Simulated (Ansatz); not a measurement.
## ZnO: how the free axis answers a strain

ZnO, P6_3mc, a = 3.279 Å, c = 5.293 Å. Ansatz: PBE, PAW, 420 eV, Γ-centred 12×12×6 mesh on 4 atoms, Gaussian smearing 0.02 eV; no spin polarisation. Series: uniaxial strain along c, with a, b and atoms relaxed; x is the strain in per cent. y is the change of a in per cent of 3.279 Å.

| x (%) | y (%) |
| --- | --- |
| -6.0 | 2.00 |
| -4.0 | 1.31 |
| -2.0 | 0.64 |
| 0.0 | 0.00 |
| 2.0 | -0.60 |
| 4.0 | -1.18 |
| 6.0 | ? |

Q: Fit y = c1 x + c2 x² to the other rows, say what c1 measures, and predict the missing y.

A: Least squares on the rows shown. y = −0.3105 x + 0.003898 x². So −c1 = 0.310 is Poisson's ratio for this pair of axes. At x = 6.0 the fit asked for gives -1.72 %. The run gave -1.72 %, the same to the digits shown.

Cost: 7 runs of about 14 core-minutes in all, on Arm Neoverse V1 (shared hosts).